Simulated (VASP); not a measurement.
# C (P6_3/mmc) in VASP: further runs

Aim: see how the results for C move with the level of theory and the settings. Levels: LDA, PBE. Tasks: single point.

All numbers are computed with VASP 6.6.1; they aren't measurements. Logs are shortened: lines on timing, memory, paths and dates and some standing lists are left out, and cuts for length are marked.

### Step 1. Starting point

The structure is hexagonal, space group P6_3/mmc (No. 194). The conventional cell has a = 2.461 Å, b = 2.461 Å, c = 6.440 Å, α = 90.00°, β = 90.00°, γ = 120.00°. Around C (site symmetry -6m2) lie 3 C at 1.42 Å. C (site symmetry -6m2) has 3 C at 1.42 Å as nearest neighbours.

The cell was built by a generator and needn't be a form met in nature.

### Step 2. Single point, LDA

INCAR reads:

```
  PREC = Accurate
  ENCUT = 520
  EDIFF = 1E-6
  ISMEAR = -1
  SIGMA = 0.05
  LREAL = False
  LASPH = True
  NELM = 100
  ALGO = Fast
  ISIF = 2
  LWAVE = False
  LCHARG = False
  GGA = CA
  NBANDS = 16
```

KPOINTS reads:

```
regular mesh
0
Gamma
  16 16 4
```

POSCAR reads:

```
C
1.0
    2.4610000000      0.0000000000      0.0000000000
   -1.2305000000      2.1312885187      0.0000000000
    0.0000000000      0.0000000000      6.4396800000
C
4
Direct
    0.0000000000      0.0000000000      0.2500000000
    0.3333333333      0.6666666667      0.2500000000
    0.0000000000      0.0000000000      0.7500000000
    0.6666666667      0.3333333333      0.7500000000
```

Potentials or basis: VASP PAW LDA potentials, release 64 (C).

Command:

```console
$ cat potpaw_LDA.64/C/POTCAR > POTCAR
$ mpirun -np 1 vasp_std > vasp.out
```

OUTCAR:

```text
PREC = Accurate
   ENCUT = 520
   EDIFF = 1E-6
   ISMEAR = -1
   LREAL = False
   LASPH = True
   NELM = 100
   ISIF = 2
   GGA = CA

 ion  position               nearest neighbor table
   1  0.000  0.000  0.250-   2 1.42   2 1.42   2 1.42
   2  0.333  0.667  0.250-   1 1.42   1 1.42   1 1.42
   3  0.000  0.000  0.750-   4 1.42   4 1.42   4 1.42
   4  0.667  0.333  0.750-   3 1.42   3 1.42   3 1.42

  LATTYP: Found a hexagonal cell.
 ALAT       =     2.4610000000
 C/A-ratio  =     2.6166924015

  Lattice vectors:

 A1 = (   2.4610000000,   0.0000000000,   0.0000000000)
 A2 = (  -1.2305000000,   2.1312885187,   0.0000000000)
 A3 = (   0.0000000000,   0.0000000000,   6.4396800000)

Analysis of symmetry for initial positions (statically):
=====================================================================
 Subroutine PRICEL returns:
 Original cell was already a primitive cell.

 Routine SETGRP: Setting up the symmetry group for a
 hexagonal supercell.

 Subroutine GETGRP returns: Found 24 space group operations
 (whereof 12 operations were pure point group operations)
 out of a pool of 24 trial point group operations.

The static configuration has the point symmetry D_3d.
 The point group associated with its full space group is D_6h.

Analysis of symmetry for dynamics (positions and initial velocities):
=====================================================================
 Subroutine PRICEL returns:
 Original cell was already a primitive cell.

 Routine SETGRP: Setting up the symmetry group for a
 hexagonal supercell.

 Subroutine GETGRP returns: Found 24 space group operations
 (whereof 12 operations were pure point group operations)
 out of a pool of 24 trial point group operations.

The dynamic configuration has the point symmetry D_3d.
 The point group associated with its full space group is D_6h.

 Subroutine INISYM returns: Found 24 space group operations
 (whereof 12 operations are pure point group operations),
 and found     1 'primitive' translations

----------------------------------------------------------------------------------------

                                     Primitive cell

  volume of cell :      33.7768

  direct lattice vectors                    reciprocal lattice vectors
     2.461000000  0.000000000  0.000000000     0.406338887  0.234599866  0.000000000
    -1.230500000  2.131288519  0.000000000     0.000000000  0.469199731  0.000000000
     0.000000000  0.000000000  6.439680000     0.000000000  0.000000000  0.155287219

  length of vectors
     2.461000000  2.461000000  6.439680000     0.469199731  0.469199731  0.155287219

  position of ions in fractional coordinates (direct lattice)
     0.000000000  0.000000000  0.250000000
     0.333333333  0.666666667  0.250000000
     0.000000000  0.000000000  0.750000000
     0.666666667  0.333333333  0.750000000

  ion indices of the primitive-cell ions
   primitive index   ion index
                 1           1
                 2           2
                 3           3
                 4           4

----------------------------------------------------------------------------------------

 KPOINTS: regular mesh

Automatic generation of k-mesh.
 Grid dimensions read from file:
 generate k-points for:   16   16    4

 Generating k-lattice:

  Cartesian coordinates                     Fractional coordinates (reciprocal lattice)
     0.025396180  0.014662492  0.000000000     0.062500000  0.000000000  0.000000000
     0.000000000  0.029324983  0.000000000     0.000000000  0.062500000  0.000000000
     0.000000000  0.000000000  0.038821805     0.000000000  0.000000000  0.250000000

  Length of vectors
     0.029324983  0.029324983  0.038821805

  Shift w.r.t. Gamma in fractional coordinates (k-lattice)
     0.000000000  0.000000000  0.000000000

 Subroutine IBZKPT returns following result:
 ===========================================

 Found     90 irreducible k-points:

 Following reciprocal coordinates:
            Coordinates               Weight
  0.000000  0.000000  0.000000      1.000000
  0.062500 -0.000000  0.000000      6.000000
  0.125000 -0.000000  0.000000      6.000000
  0.187500 -0.000000  0.000000      6.000000
  0.250000 -0.000000  0.000000      6.000000
  0.312500 -0.000000  0.000000      6.000000
[... 16 lines left out ...]
  0.187500  0.187500  0.000000      6.000000
  0.250000  0.187500  0.000000     12.000000
 [... further k-points ...]
   k-points           NKPTS =     90   k-points in BZ     NKDIM =     90   number of bands    NBANDS=     16
   number of dos      NEDOS =    301   number of ions     NIONS =      4
   total plane-waves  NPLWV =  15552
   dimension x,y,z NGX =    18 NGY =   18 NGZ =   48
   dimension x,y,z NGXF=    36 NGYF=   36 NGZF=   96
   ions per type =               4
   NGX,Y,Z   is equivalent  to a cutoff of  12.16, 12.16, 12.39 a.u.
   NGXF,Y,Z  is equivalent  to a cutoff of  24.32, 24.32, 24.78 a.u.
 SYSTEM =  unknown system
   PREC   = accura    normal or accurate (medium, high low for compatibility)
   ISTART =      0    job   : 0-new  1-cont  2-samecut
   ICHARG =      2    charge: 1-file 2-atom 10-const
   ISPIN  =      1    spin polarized calculation?
   LNONCOLLINEAR =      F non collinear calculations
   LSORBIT =      F    spin-orbit coupling
   LASPH  =      T    aspherical Exc in radial PAW
   ENCUT  =  520.0 eV  38.22 Ry    6.18 a.u.   4.58  4.58 11.97*2*pi/ulx,y,z
   NELM   =    100;   NELMIN=  2; NELMDL= -5     # of ELM steps
   EDIFF  = 0.1E-05   stopping-criterion for ELM
   LREAL  =      F    real-space projection
   EDIFFG = 0.1E-04   stopping-criterion for IOM
   NSW    =      0    number of steps for IOM
   IBRION =     -1    ionic relax: 0-MD 1-quasi-New 2-CG
   NFREE  =      0    steps in history (QN), initial steepest desc. (CG)
   ISIF   =      2    stress and relaxation
   ISYM   =      2    0-nonsym 1-usesym 2-fastsym
   POTIM  = 0.5000    time-step for ionic-motion
   TEBEG  =    0.0;   TEEND  =   0.0 temperature during run
   PSTRESS=    0.0 pullay stress
   NELECT =      16.0000    total number of electrons
   NUPDOWN=      -1.0000    fix difference up-down
   EMIN   =  10.00;   EMAX   =-10.00  energy-range for DOS
   EFERMI =   0.00;   METHOD = LEGACY
   ISMEAR =    -1;   SIGMA  =   0.05  broadening in eV -4-tet -1-fermi 0-gaus
   EFERMI_NEDOS =   21; number of points for ismear=-14 and -15
   IALGO  =     68    algorithm
   IMIX   =      4    mixing-type and parameters
     AMIX     =   0.40;   BMIX     =  1.00
     AMIX_MAG =   1.60;   BMIX_MAG =  1.00
  volume/ion in A,a.u.               =       8.44        56.98
  Fermi-wavevector in a.u.,A,eV,Ry     =   1.276171  2.411613 22.158608  1.628612
  Thomas-Fermi vector in A             =   2.408842
   LORBIT       =      0    0 simple, 1 ext, 2 COOP (PROOUT), +10 PAW based schemes
   GGA     = CA    functional components
   LHFCALC =     F    Hartree Fock is set to
   AEXX    =    0.0000 exact exchange contribution
   IVDW    =     0    specifies the selected vdW correction
   LEPSILON=     F    determine dielectric tensor
   LRPA    =     F    only Hartree local field effects (RPA)
 non-spin polarized calculation
 RMM-DIIS sequential band-by-band and
  energy-cutoff  :      520.00
  volume of cell :       33.78
 maximum number of plane-waves:       926
   NGX =  9   NGY =  9   NGZ = 23

 number of electron      15.9999993 magnetization

 Free energy of the ion-electron system (eV)
  ---------------------------------------------------
  ext. energy  EPLUGINS =         0.00000000
  ---------------------------------------------------
  free energy    TOTEN  =       -40.43541988 eV

  energy without entropy =      -40.43527587  energy(sigma->0) =      -40.43534788

 E-fermi :   5.0006     XC(G=0): -11.0289

 val. band max:        4.8013733995   @ k =   0.3125   0.3125   0.0000
 cond. band min:       5.2013646581   @ k =   0.3125   0.3125   0.0000
 fundamental gap:      0.3999912587
 Fermi energy:         5.0005855998

 k-point     1 :       0.0000    0.0000    0.0000
  band No.  band energies     occupation
      1     -14.5631      2.00000
      2     -14.1282      2.00000
      3      -3.8504      2.00000
      4      -1.3421      2.00000
      5       1.9610      2.00000
      6       1.9610      2.00000
[... 8 lines left out ...]
     15      16.5391      0.00000
     16      17.7638      0.00000

 k-point     2 :       0.0625   -0.0000    0.0000
  band No.  band energies     occupation
      1     -14.4700      2.00000
      2     -14.0373      2.00000
      3      -3.7359      2.00000
      4      -1.2366      2.00000
      5       1.5885      2.00000
      6       1.6303      2.00000
[... 8 lines left out ...]
     15      16.2323      0.00000
     16      17.9061      0.00000

 k-point     3 :       0.1250   -0.0000    0.0000
  band No.  band energies     occupation
      1     -14.1907      2.00000
      2     -13.7651      2.00000
      3      -3.3937      2.00000
      4      -0.9222      2.00000
      5       0.5861      2.00000
      6       0.6577      2.00000
[... 8 lines left out ...]
     15      15.3746      0.00000
     16      16.4685      0.00000

 k-point     4 :       0.1875   -0.0000    0.0000
  band No.  band energies     occupation
      1     -13.7269      2.00000
      2     -13.3132      2.00000
      3      -2.8279      2.00000
      4      -0.8163      2.00000
      5      -0.7084      2.00000
      6      -0.4057      2.00000
[... 8 lines left out ...]
     15      16.4611      0.00000
     16      16.8344      0.00000
[... 324 lines left out ...]
 k-point    22 :       0.4375    0.1250    0.0000
  band No.  band energies     occupation
      1      -8.9109      2.00000
      2      -8.7533      2.00000
      3      -7.9826      2.00000
      4      -7.8682      2.00000
      5      -2.5708      2.00000
      6      -2.4484      2.00000
[... 8 lines left out ...]
     15      18.1684      0.00000
     16      18.3208      0.00000

 k-point    23 :       0.1875    0.1875    0.0000
  band No.  band energies     occupation
      1     -12.0815      2.00000
      2     -11.7098      2.00000
      3      -3.4318      2.00000
      4      -3.3435      2.00000
      5      -2.1049      2.00000
      6      -2.0392      2.00000
[... 8 lines left out ...]
     15      17.1665      0.00000
     16      17.3876      0.00000

 k-point    24 :       0.2500    0.1875    0.0000
  band No.  band energies     occupation
      1     -11.1873      2.00000
      2     -10.8386      2.00000
      3      -4.6743      2.00000
      4      -4.5278      2.00000
      5      -2.9308      2.00000
      6      -2.8231      2.00000
[... 8 lines left out ...]
     15      17.4526      0.00000
     16      18.3959      0.00000

 [... further k-points ...]

------------------------ aborting loop because EDIFF is reached ----------------------------------------

  FORCE on cell =-STRESS in cart. coord.  units (eV):
  Direction    XX          YY          ZZ          XY          YZ          ZX
  --------------------------------------------------------------------------------------
  -------------------------------------------------------------------------------------
  Total       -1.5676226     -1.5676226      0.2478814     -0.0000000      0.0000000      0.0000000
  in kB      -74.3590719    -74.3590719     11.7580807     -0.0000000      0.0000000      0.0000000
  external PRESSURE =     -45.6533544 kB  Pullay stress =       0.0000000 kB

 VOLUME and BASIS-vectors are now :
 -----------------------------------------------------------------------------
  energy-cutoff  :      520.00
  volume of cell :       33.78
      direct lattice vectors                 reciprocal lattice vectors
     2.461000000  0.000000000  0.000000000     0.406338887  0.234599866  0.000000000
    -1.230500000  2.131288519  0.000000000     0.000000000  0.469199731  0.000000000
     0.000000000  0.000000000  6.439680000     0.000000000  0.000000000  0.155287219

 POSITION                                       TOTAL-FORCE (eV/Angst)
 -----------------------------------------------------------------------------------
      0.00000      0.00000      1.60992         0.000000     -0.000000     -0.000000
     -0.00000      1.42086      1.60992         0.000000     -0.000000      0.000000
      0.00000      0.00000      4.82976        -0.000000      0.000000     -0.000000
      1.23050      0.71043      4.82976        -0.000000      0.000000     -0.000000
 -----------------------------------------------------------------------------------
    total drift:                                0.000000     -0.000000      0.000000

  FREE ENERGIE OF THE ION-ELECTRON SYSTEM (eV)
  ---------------------------------------------------
  free  energy   TOTEN  =       -40.4354198824 eV

  energy  without entropy=      -40.4352758746  energy(sigma->0) =      -40.43534788
```

It took 42 s on 1 thread of Intel Xeon Platinum 8259CL at 2.50GHz (Skylake/Cascade Lake), shared host; peak memory 0.14 GiB.

Results:

* Free energy: -40.4354 eV
* Pressure: -4.6 GPa
* Band gap on the k mesh: 0.40 eV, direct

Levels at points of the mesh, in eV from the valence-band top:
```
           k point  band 4  band 5  band 6  band 7  band 8  band 9  band 10  band 11  band 12  band 13
(0.00, 0.00, 0.00)   -6.14   -2.84   -2.84   -2.81   -2.81    4.43     8.46     8.46     8.54     8.54
(0.50, 0.00, 0.00)  -12.90   -6.26   -6.17   -2.76   -1.90    1.63     2.45     7.42     7.98    11.32
(0.00, 0.00, 0.50)   -7.54   -2.83   -2.83   -2.83   -2.83    7.43     7.43     8.50     8.50     8.50
(0.50, 0.00, 0.50)  -12.99   -6.22   -6.22   -2.21   -2.21    1.74     1.74     7.69     7.69    12.67
```

A k mesh can miss the band edges.

### Step 3. Single point, PBE

Changes to INCAR since step 2:

```diff
@@ -12,3 +12,3 @@
   LCHARG = False
-  GGA = CA
+  GGA = PE
   NBANDS = 16
```

KPOINTS is that of step 2.

POSCAR is that of step 2.

Potentials or basis: VASP PAW PBE potentials, release 64 (C).

Command:

```console
$ cat potpaw_PBE.64/C/POTCAR > POTCAR
$ mpirun -np 1 vasp_std > vasp.out
```

OUTCAR:

```text
PREC = Accurate
   ENCUT = 520
   EDIFF = 1E-6
   ISMEAR = -1
   LREAL = False
   LASPH = True
   NELM = 100
   ISIF = 2
   GGA = PE

 ion  position               nearest neighbor table
   1  0.000  0.000  0.250-   2 1.42   2 1.42   2 1.42
   2  0.333  0.667  0.250-   1 1.42   1 1.42   1 1.42
   3  0.000  0.000  0.750-   4 1.42   4 1.42   4 1.42
   4  0.667  0.333  0.750-   3 1.42   3 1.42   3 1.42

  LATTYP: Found a hexagonal cell.
[... 656 lines left out ...]

  FORCE on cell =-STRESS in cart. coord.  units (eV):
  Direction    XX          YY          ZZ          XY          YZ          ZX
  --------------------------------------------------------------------------------------
  -------------------------------------------------------------------------------------
  Total        0.6400579      0.6400579      1.1875733     -0.0000000      0.0000000      0.0000000
  in kB       30.3606920     30.3606920     56.3317026     -0.0000000      0.0000000      0.0000000
  external PRESSURE =      39.0176955 kB  Pullay stress =       0.0000000 kB

 VOLUME and BASIS-vectors are now :
 -----------------------------------------------------------------------------
  energy-cutoff  :      520.00
  volume of cell :       33.78
      direct lattice vectors                 reciprocal lattice vectors
     2.461000000  0.000000000  0.000000000     0.406338887  0.234599866  0.000000000
    -1.230500000  2.131288519  0.000000000     0.000000000  0.469199731  0.000000000
     0.000000000  0.000000000  6.439680000     0.000000000  0.000000000  0.155287219

 POSITION                                       TOTAL-FORCE (eV/Angst)
 -----------------------------------------------------------------------------------
      0.00000      0.00000      1.60992         0.000000      0.000000      0.000000
     -0.00000      1.42086      1.60992         0.000000     -0.000000     -0.000000
      0.00000      0.00000      4.82976        -0.000000     -0.000000      0.000000
      1.23050      0.71043      4.82976        -0.000000     -0.000000      0.000000
 -----------------------------------------------------------------------------------
    total drift:                                0.000000     -0.000000      0.000000

  FREE ENERGIE OF THE ION-ELECTRON SYSTEM (eV)
  ---------------------------------------------------
  free  energy   TOTEN  =       -36.8029871052 eV

  energy  without entropy=      -36.8028699424  energy(sigma->0) =      -36.80292852
```

stdout:

```text
POSCAR found type information on POSCAR C
 POSCAR found :  1 types and       4 ions
 scaLAPACK will be used
 LDA part: xc-table for (Slater+PW92), standard interpolation
 POSCAR, INCAR and KPOINTS ok, starting setup
 FFT: planning ... GRIDC
 FFT: planning ... GRID_SOFT
 FFT: planning ... GRID
 WAVECAR not read
 entering main loop
```

Wall time 44 s (1 thread of Intel Xeon Platinum 8259CL at 2.50GHz (Skylake/Cascade Lake), shared host); peak memory 0.15 GiB.

Results:

```yaml
Free_energy: -36.8030 eV
Pressure: 3.9 GPa
Band_gap_on_the_k_mesh: 0.43 eV, direct
```

Stress tensor (GPa, compression positive):
```
3.04 0.00 0.00
0.00 3.04 0.00
0.00 0.00 5.63
```

Caveat: this functional lacks dispersion, which binds the layers, so the pressure and a relaxed spacing across them are unreliable.
